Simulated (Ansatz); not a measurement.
# Si: stress in a strained cell

Si is deformed so: zz strain of -3 %. What stress and forces result, by LAPW, PAW and all-electron datasets made for the crystal?

Computed with Ansatz 0.2.0 (DFT PBE, scalar-relativistic, unless a step's input says otherwise).

### Step 1. The starting structure

The structure is orthorhombic, space group Imma (No. 74). Conventional cell: a = 4.502 Å, b = 4.737 Å, c = 2.550 Å, α = 90.00°, β = 90.00°, γ = 90.00°. Si (site symmetry mm2) is surrounded by 8 Si at 2.39 to 2.74 Å.

Structure file:

```xyz
2
Lattice="-2.2510 2.3685 1.2750 2.2510 -2.3685 1.2750 2.2510 2.3685 -1.2750" Properties=species:S:1:pos:R:3 pbc="T T T"
Si    0.0000    1.1843    1.4204
Si    2.2510    1.1843   -0.1454
```

Atoms are numbered in the order of the input: Si1, Si2.

### Step 2. The deformed structure

Space group Imma before, Imma after.

### Step 3. LAPW, all electrons

input.yaml reads:

```yaml
crystal:
  lattice:
    - [-2.251, 2.3685, 1.23675]
    - [2.251, -2.3685, 1.23675]
    - [2.251, 2.3685, -1.23675]
  atoms:
    - { symbol: Si, position: [0.807, 0.557, 0.25] }
    - { symbol: Si, position: [0.193, 0.443, 0.75] }
kpoints:
  mp_grid: { grid: [16, 16, 16] }
  band_path:
    path:
      - [0.0, 0.0, 0.0]
      - [0.5, -0.5, 0.5]
      - [0.4758105458, -0.4758105458, 0.5241894542]
      - [-0.4758105458, 0.4758105458, 0.4758105458]
      - [0.0, 0.0, 0.0]
      - [0.318164314, 0.318164314, -0.318164314]
      - [0.681835686, -0.318164314, 0.318164314]
      - [0.5, -0.5, 0.5]
      - [0.0, 0.0, 0.0]
    npoints: 5
scf:
  occupations: { method: fermi_dirac, width: 0.05 }
hamiltonian:
  xc: pbe
  pseudopotentials: { kind: all_electron, lapw: { basis_error: 0.0005 } }
output:
  forces: true
  stress: true
  eigenvalues: true
```

Run with:

```console
$ ansatz run input.yaml --threads 1 --pin off --max-ram 3072MiB --backend cpu --events-out ev --progress --plain --runs-dir out
```

### Step 4. PAW with frozen cores

input.yaml reads:

```yaml
crystal:
  lattice:
    - [-2.251, 2.3685, 1.23675]
    - [2.251, -2.3685, 1.23675]
    - [2.251, 2.3685, -1.23675]
  atoms:
    - { symbol: Si, position: [0.807, 0.557, 0.25] }
    - { symbol: Si, position: [0.193, 0.443, 0.75] }
kpoints:
  mp_grid: { grid: [16, 16, 16] }
scf:
  occupations: { method: fermi_dirac, width: 0.05 }
hamiltonian:
  xc: pbe
  pseudopotentials: { kind: paw }
output:
  forces: true
  stress: true
  eigenvalues: true
  efg: { contact_densities: true }
```

### Step 5. All-electron PAW on datasets made for the crystal

input.yaml: that of step 4 with these lines changed.

```diff
@@ -14,3 +14,3 @@
   xc: pbe
-  pseudopotentials: { kind: paw }
+  pseudopotentials: { kind: all_electron, datasets: crystal }
 output:
```

(Steps that only read results are left out.)

What does the calculation give? Wanted: pressure; largest shear or deviatoric stress.

The runs gave:

```
                                 quantity                                              value
                                 pressure  LAPW 21.18, PAW 21.22, crystal datasets 21.18 GPa
largest shear or deviatoric stress (LAPW)                                           2.01 GPa
```

In words: The largest part of the stress beyond the pressure is 2.01 GPa in size, in the zz component; the atoms are carried along and not relaxed. No run of the undeformed cell stands beside it, so the pressure holds what the given cell had before the change. PAW: stress within 0.05 GPa of LAPW, forces within 1 meV/Å. Crystal datasets: stress within 0.01 GPa of LAPW, forces within 1 meV/Å.
